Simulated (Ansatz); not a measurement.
# Ba (Cmcm) in Ansatz: convergence with n extra bands

Aim: find how far n extra bands must go before the results for Ba settle, at PBE. This setting moves, with any that are tied to it; all else stays.

Everything below comes from runs of Ansatz 0.2.0. Logs are shortened: lines on timing, memory, paths and dates and some standing lists are left out, and cuts for length are marked.

## 1. Starting point

Symmetry: Cmcm, No. 63, orthorhombic system. Conventional cell: a = 7.184 Å, b = 5.034 Å, c = 7.190 Å, α = 90.00°, β = 90.00°, γ = 90.00°. Ba (site symmetry m2m) has 8 Ba at 4.37 to 4.41 Å as nearest neighbours.

## 2. With n extra bands 1

input.yaml reads:

```yaml
crystal:
  lattice:
    - [3.59177373, -2.51690423, 0.0]
    - [3.59177373, 2.51690423, 0.0]
    - [0.0, 0.0, 7.19004518]
  atoms:
    - { symbol: Ba, position: [0.25322603, 0.74677397, 0.75] }
    - { symbol: Ba, position: [0.74677397, 0.25322603, 0.25] }
hamiltonian:
  xc: pbe
  pseudopotentials: { kind: nc, accuracy: standard }
kpoints:
  mp_grid: { grid: [6, 6, 3] }
scf:
  occupations: { method: fermi_dirac, width: 0.05 }
  n_extra_bands: 1
output:
  forces: true
  stress: true
  eigenvalues: true
```

Potentials or basis: PseudoDojo standard (PBE files).

The run is started by

```console
ansatz run input.yaml --threads 2 --pin off --max-ram 5632MiB --backend cpu --events-out ev --progress --plain --runs-dir out
```

Standard output:

```text
Warning: RAYON_NUM_THREADS=2 ignored (pool sized by the plan → 2); use --threads N
scf.n_extra_bands = 1 over 10 filled bands (N_el = 20.0): the run solves 11 bands
Engine: ansatz 0.2.0, aarch64-unknown-linux-gnu
Pseudopotentials: kind: nc
Pseudopotential: Ba, nc, valence charge 10, recommended cutoff 770 eV (normal), Ba.nc.azcp (PseudoDojo's, or run here from an input of PseudoDojo's; its table is named by hamiltonian.pseudopotentials.accuracy)
Functional definition: PBE
  parameter kappa = 0.804
  parameter beta = 0.06672455060314922
  exchange = pbe_x(kappa = kappa, mu = beta*pi^2/3)
  correlation = pbe_c(beta = beta)
Crystal: 2 atoms, lattice volume = 129.998 Å³
Basis set: ecut = 770 eV, 6239 PW (Γ), exchange–correlation on 80×80×144 points (8 copies of the dense FFT grid, shifted against one another)
Bands: 11, of which v1, the nominal top of the filled ones, is band 10 counted from 1 (9 counted from 0)
Symmetry: 8 space group operations
Space group: Cmcm (ITA 63), of the structure as read, at distance tolerance 5.1e-5 Å
k-points: 26 of 108
Non-local potential: Ba, projectors of the file, l = 0: 2, l = 1: 2, l = 2: 2, l = 3: 2
Initial density: superposition of atomic densities (chi_scale 0.1, normalization cell)
Initial wavefunctions: pseudopotential atomic-orbital guess
Functional: x = pbe(κ = 0.804, μ = 0.2195149727645171), c = pbe(β = 0.06672455060314922)
SCF iter   1: F=—  HF=-1523.750640 eV  |F-HF|=—  |Δ(HF+E_count)|=         —  Δρ=4.99e-3  dr2=2.37e-2  ethr=3.10e-3  ⟨swp⟩=8.2  Hψ=2280  notcnv=0
preconditioner: auto → Kerker (q_TF=auto, 1.997 Å⁻¹)  [metal: Δε(μ)=0.035 eV  Ē_g=1.196 eV  σ=0.050 eV  W_gap=0.18  n_scr=22 (ndim 8)  ℏωp=6.5 eV  f_vac=0.000  D(μ)=3.06/eV (n_scr^D=22)]
SCF iter   2: F=—  HF=-1523.757920 eV  |F-HF|=—  |Δ(HF+E_count)|=   7.28e-3  Δρ=3.17e-3  dr2=1.08e-2  ethr=1.19e-4  ⟨swp⟩=2.4  Hψ=558  notcnv=0
SCF iter   3: F=—  HF=-1523.764588 eV  |F-HF|=—  |Δ(HF+E_count)|=   6.67e-3  Δρ=6.74e-4  dr2=4.61e-4  ethr=5.39e-5  ⟨swp⟩=2.9  Hψ=574  notcnv=0
SCF iter   4: F=—  HF=-1523.764734 eV  |F-HF|=—  |Δ(HF+E_count)|=   1.46e-4  Δρ=3.86e-4  dr2=1.21e-4  ethr=2.30e-6  ⟨swp⟩=2.5  Hψ=579  notcnv=0
SCF iter   5: F=—  HF=-1523.764740 eV  |F-HF|=—  |Δ(HF+E_count)|=   5.30e-6  Δρ=1.07e-4  dr2=1.13e-5  ethr=6.06e-7  ⟨swp⟩=2.8  Hψ=563  notcnv=0
SCF iter   6: F=—  HF=-1523.764734 eV  |F-HF|=—  |Δ(HF+E_count)|=   5.33e-6  Δρ=9.08e-6  dr2=1.57e-7  ethr=5.66e-8  ⟨swp⟩=2.2  Hψ=531  notcnv=0
SCF iter   7: F=-1523.764734 eV  HF=-1523.764734 eV  |F-HF|=8.33e-10  |Δ(HF+E_count)|=   8.58e-8  Δρ=2.73e-6  dr2=6.61e-9  ethr=5.00e-10  ⟨swp⟩=9.0  Hψ=1865  notcnv=0
SCF 1 converged in 7 iterations: F = -1523.764734 eV  dr2 = 6.61e-9
SCF converged after 7 iterations
Free energy (F): -1523.764734 eV
Harris-Foulkes:  -1523.764734 eV  (|F-HF|=8.33e-10)
Internal energy: -1523.741578 eV  (E = F + TS)
E sigma→0 (E₀):  -1523.753156 eV
Entropy (-TS):   -0.023157 eV (-11.578 meV/atom)
Fermi energy:    5.667231 eV
--- Per-component energies (eV) ---
  E_band       = -174.784317
  E_kinetic    = 352.019627
  E_local      = -935.518920  (includes V_loc(G=0)·N_el)
  E_nonlocal   = 210.449851
  E_hartree    = 238.761125
  E_xc         = -354.998400
  E_vxc        = -279.255866  (∫ρ·V_xc dr)
  E_ewald      = -1034.454861
  E_smearing   = -0.023157  (= −TS)
  E_closure    = -0.000000  (closes the sum)
  Σ components = -1523.764734   (vs F -1523.764734, Δ=0.00e0)
--- Forces (eV/Å), atoms counted from 1 ---
  atom   1  Ba     0.00000000     0.02110463     0.00000000
  atom   2  Ba     0.00000000    -0.02110463     0.00000000
  max |Σ_I F_I| component: 0.00e0 eV/Å
--- Stress (GPa, compression-positive) ---
       -0.240002       0.000000       0.000000
        0.000000      -0.096723       0.000000
        0.000000       0.000000      -0.276139
  P = ⅓ Tr σ = -0.2043 GPa (-2.043 kbar)
--- Band table (eV; the first three rows and the last of 26) ---
  k-point 0: bands = ["-23.3049", "-23.2676", "-8.6765", "-8.3895", "-8.2639", "-8.2634", "-8.2625", "-8.2583", "2.9176", "4.7749", "6.3863"]
  k-point 1: bands = ["-23.2956", "-23.2770", "-8.5782", "-8.3726", "-8.3562", "-8.2916", "-8.2637", "-8.2635", "3.3912", "4.3914", "6.5443"]
  k-point 2: bands = ["-23.2977", "-23.2654", "-8.6409", "-8.4299", "-8.3456", "-8.2965", "-8.2815", "-8.2686", "3.2846", "5.1408", "6.3342"]
  k-point 25: bands = ["-23.2604", "-23.2464", "-8.6483", "-8.5868", "-8.5050", "-8.4836", "-8.4288", "-8.3381", "5.1795", "5.3800", "5.4461"]
```

Run time: 3.2 s. Hardware: 2 threads of Arm Neoverse V2, shared host; peak memory 0.42 GiB.

Results:

```yaml
Free_energy: -1523.7647 eV
Pressure: -0.2 GPa
Largest_force: 0.021 eV/Å
Band_gap_on_the_k_mesh: none (metal or under the smearing width)
```

## 3. With n extra bands 2

Changes to input.yaml since step 2:

```diff
@@ -15,3 +15,3 @@
   occupations: { method: fermi_dirac, width: 0.05 }
-  n_extra_bands: 1
+  n_extra_bands: 2
 output:
```

Potentials or basis: PseudoDojo standard (PBE files).

The run is started by

```console
ansatz run input.yaml --threads 2 --pin off --max-ram 5632MiB --backend cpu --events-out ev --progress --plain --runs-dir out
```

Wall time 2.6 s (2 threads of Arm Neoverse V2, shared host); peak memory 0.42 GiB.

Results:

```yaml
Free_energy: -1523.7647 eV
Pressure: -0.2 GPa
Largest_force: 0.021 eV/Å
Band_gap_on_the_k_mesh: none (metal or under the smearing width)
```

## 4. With n extra bands 4

Changes to input.yaml since step 3:

```diff
@@ -15,3 +15,3 @@
   occupations: { method: fermi_dirac, width: 0.05 }
-  n_extra_bands: 2
+  n_extra_bands: 4
 output:
```

The run is started by

```console
ansatz run input.yaml --threads 2 --pin off --max-ram 5632MiB --backend cpu --events-out ev --progress --plain --runs-dir out
```

It took 3 s on 2 threads of Arm Neoverse V2, shared host; peak memory 0.42 GiB.

Results:

```
Free energy            : -1523.7647 eV
Pressure               : -0.2 GPa
Largest force          : 0.021 eV/Å
Band gap on the k mesh : none (metal or under the smearing width)
```

## 5. With n extra bands 8

Changes to input.yaml since step 4:

```diff
@@ -15,3 +15,3 @@
   occupations: { method: fermi_dirac, width: 0.05 }
-  n_extra_bands: 4
+  n_extra_bands: 8
 output:
```

The run is started by

```console
ansatz run input.yaml --threads 2 --pin off --max-ram 5632MiB --backend cpu --events-out ev --progress --plain --runs-dir out
```

Wall time 3.7 s (2 threads of Arm Neoverse V2, shared host); peak memory 0.45 GiB.

It converged, with:

| Quantity | Value |
| --- | --- |
| Free energy | -1523.7647 eV |
| Pressure | -0.2 GPa |
| Largest force | 0.021 eV/Å |
| Band gap on the k mesh | none (metal or under the smearing width) |

## 6. With n extra bands 16

Changes to input.yaml since step 5:

```diff
@@ -15,3 +15,3 @@
   occupations: { method: fermi_dirac, width: 0.05 }
-  n_extra_bands: 8
+  n_extra_bands: 16
 output:
```

Potentials or basis: PseudoDojo standard (PBE files).

The run is started by

```console
ansatz run input.yaml --threads 2 --pin off --max-ram 5632MiB --backend cpu --events-out ev --progress --plain --runs-dir out
```

Wall time 5.4 s (2 threads of Arm Neoverse V2, shared host); peak memory 0.47 GiB.

It converged, with:

```yaml
Free_energy: -1523.7647 eV
Pressure: -0.2 GPa
Largest_force: 0.021 eV/Å
Band_gap_on_the_k_mesh: none (metal or under the smearing width)
```

## 7. With n extra bands 32

Changes to input.yaml since step 6:

```diff
@@ -15,3 +15,3 @@
   occupations: { method: fermi_dirac, width: 0.05 }
-  n_extra_bands: 16
+  n_extra_bands: 32
 output:
```

The run is started by

```console
ansatz run input.yaml --threads 2 --pin off --max-ram 5632MiB --backend cpu --events-out ev --progress --plain --runs-dir out
```

It took 5.6 s on 2 threads of Arm Neoverse V2, shared host; peak memory 0.53 GiB.

It converged, with:

```
Free energy            : -1523.7647 eV
Pressure               : -0.2 GPa
Largest force          : 0.021 eV/Å
Band gap on the k mesh : none (metal or under the smearing width)
```

## 8. Summary

```csv
n extra bands,"energy less the tightest run, at zero smearing (meV/atom)",SCF cycles,CPU time (s),peak memory (GiB)
1,-0.01,7,6.3,0.42
2,0.00,7,5.1,0.42
4,0.00,7,5.8,0.42
8,0.00,7,7.2,0.45
16,0.00,7,11,0.47
32,0.00,6,11,0.53
```

Against the tightest run, the energy stays within 1 meV/atom from 1 on. The tightest run that finished is the yardstick and may itself not be fully converged.
